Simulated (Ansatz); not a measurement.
**FePt (Tetraferroplatinum) in Ansatz: the effect of starting spin order**

FePt (Tetraferroplatinum):

```
CELL_PARAMETERS angstrom
2.72350 0.00000 0.00000
0.00000 2.72350 0.00000
0.00000 0.00000 3.72000
ATOMIC_POSITIONS crystal
Pt 0.50000 0.50000 0.50000
Fe 0.00000 0.00000 0.00000
```

Alike in all runs:

* Program: Ansatz 0.2.0
* Task: single point
* Functional: PBEsol
* Potentials or basis: Ansatz PAW
* Cutoff: 420 eV (not typed: the program's choice for these potentials)
* k mesh: 10 × 10 × 7
* Occupations: fermi-dirac, width 0.05 eV

```csv
starting spin order,spin,starting moments,energy over the lowest run (meV/atom),final net moment (μB),final largest site moment (μB)
spin off,no spin polarisation,-,?,?,?
fm,"collinear spin, ferromagnetic start","[0.0, 3.0] μB",0.0,3.28,2.94
random,"collinear spin, random start","[0.0, -1.84] μB",0.0,-3.28,2.94
"ferromagnetic start, larger moments","collinear spin, ferromagnetic start","[0.0, 4.5] μB",0.0,3.28,2.94
```

Question: What does the run with starting spin order spin off give?

Answer: Energy over the lowest run 351.6 meV/atom; final net moment 0.00 μB; final largest site moment 0.00 μB.
